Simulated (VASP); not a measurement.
# TlBr (P4/mmm) in VASP: notebook

Aim: see how the results for TlBr move with the level of theory and the settings. Levels: PBE, HSE06. Tasks: single point.

Everything below comes from runs of VASP 6.6.1. Logs are shortened: lines on timing, memory, paths and dates and some standing lists are left out, and cuts for length are marked.

**1. The cell of the first run**

It takes space group P4/mmm (No. 123, tetragonal). Conventional cell: a = 3.995 Å, b = 3.995 Å, c = 4.031 Å, α = 90.00°, β = 90.00°, γ = 90.00°. Tl (site symmetry 4/mmm) is surrounded by 8 Br at 3.47 Å. Br (site symmetry 4/mmm) is surrounded by 8 Tl at 3.47 Å.

The cell was built by a generator and needn't be a form met in nature.

**2. Single point, PBE (uniaxial_x strain +0.9%)**

Input file INCAR:

```
SYSTEM = TlBr
PREC = Accurate
ENCUT = 520
EDIFF = 1E-6
ISMEAR = -1
SIGMA = 0.02
LREAL = .FALSE.
LASPH = .TRUE.
NELM = 100
ALGO = Fast
ISIF = 2
LWAVE = .FALSE.
LCHARG = .FALSE.
GGA = PE
NBANDS = 17
```

Input file KPOINTS:

```
regular mesh
0
G
  6 6 6
  0 0 0
```

Input file POSCAR:

```
TlBr
1.0
    4.0312601166      0.0000000000      0.0000000000
    0.0000000000      3.9949064678      0.0000000000
    0.0000000000      0.0000000000      3.9949064678
Tl Br
1 1
Direct
    0.0000000000      0.0000000000      0.0000000000
    0.5000000000      0.5000000000      0.5000000000
```

Potentials or basis: VASP PAW PBE potentials, release 64 (Tl_d, Br).

The run is started by

```bash
$ cat potpaw_PBE.64/Tl_d/POTCAR potpaw_PBE.64/Br/POTCAR > POTCAR
$ mpirun -np 1 vasp_std > vasp.out
```

OUTCAR:

```text
SYSTEM = TlBr
   PREC = Accurate
   ENCUT = 520
   EDIFF = 1E-6
   ISMEAR = -1
   LREAL = .FALSE.
   LASPH = .TRUE.
   NELM = 100
   ISIF = 2
   GGA = PE

 ion  position               nearest neighbor table
   1  0.000  0.000  0.000-
   2  0.500  0.500  0.500-

  LATTYP: Found a simple tetragonal cell.
 ALAT       =     3.9949064678
 C/A-ratio  =     1.0091000000

  Lattice vectors:

 A1 = (   0.0000000000,   3.9949064678,   0.0000000000)
 A2 = (   0.0000000000,   0.0000000000,   3.9949064678)
 A3 = (   4.0312601166,   0.0000000000,   0.0000000000)

Analysis of symmetry for initial positions (statically):
=====================================================================
 Subroutine PRICEL returns:
 Original cell was already a primitive cell.

 Routine SETGRP: Setting up the symmetry group for a
 simple tetragonal supercell.

 Subroutine GETGRP returns: Found 16 space group operations
 (whereof 16 operations were pure point group operations)
 out of a pool of 16 trial point group operations.

The static configuration has the point symmetry D_4h.

Analysis of symmetry for dynamics (positions and initial velocities):
=====================================================================
 Subroutine PRICEL returns:
 Original cell was already a primitive cell.

 Routine SETGRP: Setting up the symmetry group for a
 simple tetragonal supercell.

 Subroutine GETGRP returns: Found 16 space group operations
 (whereof 16 operations were pure point group operations)
 out of a pool of 16 trial point group operations.

The dynamic configuration has the point symmetry D_4h.

 Subroutine INISYM returns: Found 16 space group operations
 (whereof 16 operations are pure point group operations),
 and found     1 'primitive' translations

----------------------------------------------------------------------------------------

                                     Primitive cell

  volume of cell :      64.3360

  direct lattice vectors                    reciprocal lattice vectors
     4.031260117  0.000000000  0.000000000     0.248061393  0.000000000  0.000000000
     0.000000000  3.994906468  0.000000000     0.000000000  0.250318752  0.000000000
     0.000000000  0.000000000  3.994906468     0.000000000  0.000000000  0.250318752

  length of vectors
     4.031260117  3.994906468  3.994906468     0.248061393  0.250318752  0.250318752
[... 79 lines left out ...]
   ENCUT  =  520.0 eV  38.22 Ry    6.18 a.u.   7.50  7.43  7.43*2*pi/ulx,y,z
   NELM   =    100;   NELMIN=  2; NELMDL= -5     # of ELM steps
   EDIFF  = 0.1E-05   stopping-criterion for ELM
   LREAL  =      F    real-space projection
   EDIFFG = 0.1E-04   stopping-criterion for IOM
   NSW    =      0    number of steps for IOM
   IBRION =     -1    ionic relax: 0-MD 1-quasi-New 2-CG
   NFREE  =      0    steps in history (QN), initial steepest desc. (CG)
   ISIF   =      2    stress and relaxation
   ISYM   =      2    0-nonsym 1-usesym 2-fastsym
   POTIM  = 0.5000    time-step for ionic-motion
   TEBEG  =    0.0;   TEEND  =   0.0 temperature during run
   PSTRESS=    0.0 pullay stress
   NELECT =      20.0000    total number of electrons
   NUPDOWN=      -1.0000    fix difference up-down
   EMIN   =  10.00;   EMAX   =-10.00  energy-range for DOS
   EFERMI =   0.00;   METHOD = LEGACY
   ISMEAR =    -1;   SIGMA  =   0.02  broadening in eV -4-tet -1-fermi 0-gaus
   EFERMI_NEDOS =   21; number of points for ismear=-14 and -15
   IALGO  =     68    algorithm
   IMIX   =      4    mixing-type and parameters
     AMIX     =   0.40;   BMIX     =  1.00
     AMIX_MAG =   1.60;   BMIX_MAG =  1.00
  volume/ion in A,a.u.               =      32.17       217.08
  Fermi-wavevector in a.u.,A,eV,Ry     =   1.109005  2.095715 16.733696  1.229892
  Thomas-Fermi vector in A             =   2.245539
   LORBIT       =      0    0 simple, 1 ext, 2 COOP (PROOUT), +10 PAW based schemes
   GGA     = PE    functional components
   LHFCALC =     F    Hartree Fock is set to
   AEXX    =    0.0000 exact exchange contribution
   IVDW    =     0    specifies the selected vdW correction
   LEPSILON=     F    determine dielectric tensor
   LRPA    =     F    only Hartree local field effects (RPA)
 non-spin polarized calculation
 RMM-DIIS sequential band-by-band and
  energy-cutoff  :      520.00
  volume of cell :       64.34
 maximum number of plane-waves:      1751
 NGX is ok and might be reduce to    30
   NGX = 15   NGY = 15   NGZ = 15

 number of electron      20.0000005 magnetization

 Free energy of the ion-electron system (eV)
  ---------------------------------------------------
  ext. energy  EPLUGINS =         0.00000000
  ---------------------------------------------------
  free energy    TOTEN  =        -5.53983975 eV

  energy without entropy =       -5.53983975  energy(sigma->0) =       -5.53983975

 E-fermi :   2.6100     XC(G=0):  -8.8733

 val. band max:        2.1818972167   @ k =   0.5000   0.0000   0.0000
 cond. band min:       4.0615509652   @ k =   0.0000   0.5000   0.0000
 fundamental gap:      1.8796537484
 Fermi energy:         2.6100281256

 k-point     1 :       0.0000    0.0000    0.0000
  band No.  band energies     occupation
      1     -11.4480      2.00000
      2      -7.9039      2.00000
      3      -7.8948      2.00000
      4      -7.7332      2.00000
      5      -7.7326      2.00000
      6      -7.7326      2.00000
[... 457 lines left out ...]
      4      -7.7830      2.00000
      5      -7.7518      2.00000
      6      -7.7130      2.00000
[... 9 lines left out ...]
     16      13.0110      0.00000
     17      15.6895      0.00000

 [... further k-points ...]

------------------------ aborting loop because EDIFF is reached ----------------------------------------

  FORCE on cell =-STRESS in cart. coord.  units (eV):
  Direction    XX          YY          ZZ          XY          YZ          ZX
  --------------------------------------------------------------------------------------
  -------------------------------------------------------------------------------------
  Total        0.2216206      0.3114235      0.3114235      0.0000000      0.0000000      0.0000000
  in kB        5.5190790      7.7554670      7.7554670      0.0000000      0.0000000      0.0000000
  external PRESSURE =       7.0100043 kB  Pullay stress =       0.0000000 kB

 VOLUME and BASIS-vectors are now :
 -----------------------------------------------------------------------------
  energy-cutoff  :      520.00
  volume of cell :       64.34
      direct lattice vectors                 reciprocal lattice vectors
     4.031260117  0.000000000  0.000000000     0.248061393  0.000000000  0.000000000
     0.000000000  3.994906468  0.000000000     0.000000000  0.250318752  0.000000000
     0.000000000  0.000000000  3.994906468     0.000000000  0.000000000  0.250318752

 POSITION                                       TOTAL-FORCE (eV/Angst)
 -----------------------------------------------------------------------------------
      0.00000      0.00000      0.00000         0.000000      0.000000      0.000000
      2.01563      1.99745      1.99745         0.000000      0.000000      0.000000
 -----------------------------------------------------------------------------------
    total drift:                                0.000000     -0.000000     -0.000000

  FREE ENERGIE OF THE ION-ELECTRON SYSTEM (eV)
  ---------------------------------------------------
  free  energy   TOTEN  =        -5.5398397501 eV

  energy  without entropy=       -5.5398397501  energy(sigma->0) =       -5.53983975
```

OSZICAR:

```text
N       E                     dE             d eps       ncg     rms          rms(c)
DAV:   1     0.957376961389E+02    0.95738E+02   -0.95077E+03  1400   0.101E+03
DAV:   2    -0.205190547438E+01   -0.97790E+02   -0.94078E+02  1652   0.219E+02
DAV:   3    -0.579894371949E+01   -0.37470E+01   -0.37370E+01  1597   0.372E+01
DAV:   4    -0.582017550444E+01   -0.21232E-01   -0.21230E-01  1697   0.334E+00
DAV:   5    -0.582039709056E+01   -0.22159E-03   -0.22158E-03  1725   0.326E-01    0.268E+00
RMM:   6    -0.556711235392E+01    0.25328E+00   -0.21726E-01  1387   0.184E+00    0.156E+00
RMM:   7    -0.554055397238E+01    0.26558E-01   -0.80987E-02  1421   0.104E+00    0.848E-01
RMM:   8    -0.554112129203E+01   -0.56732E-03   -0.14411E-02  1476   0.785E-01    0.241E-01
RMM:   9    -0.553978578300E+01    0.13355E-02   -0.17419E-03  1563   0.233E-01    0.107E-01
RMM:  10    -0.553981956645E+01   -0.33783E-04   -0.36364E-04  1566   0.991E-02    0.161E-02
RMM:  11    -0.553983806758E+01   -0.18501E-04   -0.30396E-05  1549   0.341E-02    0.502E-03
RMM:  12    -0.553983966568E+01   -0.15981E-05   -0.61557E-06  1368   0.142E-02    0.332E-03
RMM:  13    -0.553983975009E+01   -0.84408E-07   -0.85004E-07  1155   0.562E-03
   1 F= -.55398398E+01 E0= -.55398398E+01  d E =-.332045E-11
```

Run time: 20 s. Hardware: 1 thread of Intel Xeon Platinum 8488C (Sapphire Rapids), shared host; peak memory 0.18 GiB.

Results:

- Free energy: -5.5398 eV
- Pressure: 0.7 GPa
- Band gap on the k mesh: 1.88 eV, indirect (least direct gap 1.91 eV)

Caveat: spin-orbit coupling is left out, which as a rule narrows the gap of such compounds by several tenths of an eV.

**3. Single point, PBE (hydrostatic strain -5.1%)**

Input file INCAR:

```
SYSTEM = TlBr
PREC     = Accurate       ! precision mode
ENCUT    = 520            ! plane-wave cutoff, eV
EDIFF    = 1E-6           ! SCF threshold, eV
ISMEAR   = -1             ! smearing method
SIGMA    = 0.02           ! smearing width, eV
LREAL    = .FALSE.        ! projectors in reciprocal space
LASPH    = .TRUE.         ! aspherical terms in the spheres
NELM     = 100            ! most SCF steps
ALGO     = Normal         ! electronic algorithm
ISIF     = 2              ! what is computed and relaxed
LWAVE    = .FALSE.        ! write WAVECAR
LCHARG   = .TRUE.         ! write CHGCAR
GGA      = PE             ! functional
LELF     = .TRUE.         ! ELF
LVHAR    = .TRUE.       
NBANDS   = 17             ! bands
```

Input file KPOINTS:

```
Automatic mesh
0
G
  6 6 6
  0 0 0
```

Input file POSCAR:

```
TlBr
1.0
    3.7911662379      0.0000000000      0.0000000000
    0.0000000000      3.7911662379      0.0000000000
    0.0000000000      0.0000000000      3.7911662379
Tl Br
1 1
Direct
    0.0000000000      0.0000000000      0.0000000000
    0.5000000000      0.5000000000      0.5000000000
```

Potentials or basis: VASP PAW PBE potentials, release 64 (Tl_d, Br).

The run is started by

```bash
$ cat potpaw_PBE.64/Tl_d/POTCAR potpaw_PBE.64/Br/POTCAR > POTCAR
$ mpirun -np 1 vasp_std > vasp.out
```

Run time: 8.9 s. Hardware: 1 thread of Intel Xeon Platinum 8488C (Sapphire Rapids), shared host; peak memory 0.16 GiB.

Results (log left out):

```
Free energy            : -5.3412 eV
Pressure               : 6.6 GPa
Band gap on the k mesh : 1.42 eV, direct
```

Levels at points of the mesh, in eV from the valence-band top:
| k point | band 7 | band 8 | band 9 | band 10 | band 11 | band 12 | band 13 | band 14 |
| --- | --- | --- | --- | --- | --- | --- | --- | --- |
| (0.00, 0.00, 0.00) | -5.07 | -2.04 | -2.04 | -2.04 | 6.51 | 6.51 | 7.71 | 7.71 |
| (0.50, 0.00, 0.00) | -6.59 | -1.35 | -1.35 | 0.00 | 1.42 | 5.61 | 5.61 | 7.34 |
| (0.50, 0.50, 0.00) | -4.16 | -4.08 | -4.08 | -1.28 | 4.96 | 4.96 | 7.53 | 7.78 |
| (0.50, 0.50, 0.50) | -2.78 | -2.73 | -2.73 | -2.73 | 1.42 | 1.42 | 1.42 | 13.69 |

Caveat: spin-orbit coupling is left out, which as a rule narrows the gap of such compounds by several tenths of an eV. A k mesh can miss the band edges.

**4. Single point, HSE06 (uniaxial_x strain +0.9%)**

Input file POSCAR:

```
TlBr
1.0
    4.0312601166      0.0000000000      0.0000000000
    0.0000000000      3.9949064678      0.0000000000
    0.0000000000      0.0000000000      3.9949064678
Tl Br
1 1
Direct
    0.0000000000      0.0000000000      0.0000000000
    0.5000000000      0.5000000000      0.5000000000
```

Input file INCAR.step1:

```
SYSTEM = TlBr
  PREC = Accurate
  ENCUT = 520
  EDIFF = 1E-5
  ISMEAR = 0
  SIGMA = 0.01
  LREAL = .False.
  LASPH = .True.
  NELM = 100
  ALGO = Normal
  ISIF = 2
  LWAVE = .True.
  LCHARG = .False.
  NBANDS = 17
  GGA = PE
```

Input file INCAR.step2:

```
SYSTEM = TlBr
  PREC = Accurate
  ENCUT = 520
  EDIFF = 1E-6
  ISMEAR = 0
  SIGMA = 0.01
  LREAL = .False.
  LASPH = .True.
  NELM = 100
  ALGO = Normal
  ISIF = 2
  LWAVE = .False.
  LCHARG = .False.
  GGA = PE
  LHFCALC = .True.
  HFSCREEN = 0.2079
  PRECFOCK = Normal
  NBANDS = 17
  ISTART = 1
```

Input file KPOINTS:

```
regular mesh
0
Gamma
  4 4 4
  0 0 0
```

The run is started by

```bash
$ cat potpaw_PBE.64/Tl_d/POTCAR potpaw_PBE.64/Br/POTCAR > POTCAR
$ cp INCAR.step1 INCAR
$ mpirun -np 1 vasp_std > vasp.out
$ cp INCAR.step2 INCAR
$ mpirun -np 1 vasp_std > vasp.out
```

It took 9.4 min on 1 thread of Intel Xeon Platinum 8488C (Sapphire Rapids), shared host; peak memory 0.29 GiB.

The run converged. Its results:

```yaml
Free_energy: -6.5841 eV
Pressure: 0.5 GPa
Band_gap_on_the_k_mesh: 2.58 eV, indirect (least direct gap 2.61 eV)
```

Stress tensor (GPa, compression positive):
```
0.33 0.00 0.00
0.00 0.57 0.00
0.00 0.00 0.57
```

Levels at points of the mesh, in eV from the valence-band top:
| k point | band 8 | band 9 | band 10 | band 11 | band 12 | band 13 |
| --- | --- | --- | --- | --- | --- | --- |
| (0.00, 0.00, 0.00) | -1.57 | -1.50 | -1.50 | 7.84 | 7.92 | 8.16 |
| (0.50, 0.00, 0.00) | -1.01 | -1.01 | 0.00 | 2.64 | 6.71 | 6.71 |
| (0.00, 0.50, 0.00) | -1.05 | -1.00 | -0.03 | 2.58 | 6.60 | 6.76 |
| (0.50, 0.50, 0.00) | -3.20 | -3.19 | -0.91 | 5.69 | 5.78 | 8.44 |
| (0.00, 0.50, 0.50) | -3.19 | -3.19 | -0.95 | 5.67 | 5.67 | 8.34 |
| (0.50, 0.50, 0.50) | -2.22 | -2.22 | -2.19 | 2.88 | 2.88 | 2.95 |

Caveat: the PAW data sets were made with another functional, which shifts forces and pressure a little; spin-orbit coupling is left out, which as a rule narrows the gap of such compounds by several tenths of an eV.

**5. Summary**

```csv
level,cell,k mesh,smearing,exchange at q = 0,grid for exact exchange (PRECFOCK),screening parameter,gap on the mesh (eV),pressure (GPa)
PBE,uniaxial_x strain +0.9%,6 × 6 × 6,fermi-dirac 0.02 eV,-,-,-,1.88,0.7
PBE,hydrostatic strain -5.1%,6 × 6 × 6,fermi-dirac 0.02 eV,-,-,-,1.42,6.6
HSE06,uniaxial_x strain +0.9%,4 × 4 × 4,gaussian 0.01 eV,truncated,Normal,0.2079 1/A,2.58,0.5
```

Alike in all rows: task single point; potentials or basis VASP PAW PBE potentials, release 64 (Tl_d, Br); no spin polarisation; cutoff (eV) 520.

Caveats: spin-orbit coupling is left out, which as a rule narrows the gap of such compounds by several tenths of an eV; the PAW data sets were made with another functional, which shifts forces and pressure a little (some runs).

Total energies depend on the potentials used, so only differences within one code and one set of settings carry meaning.
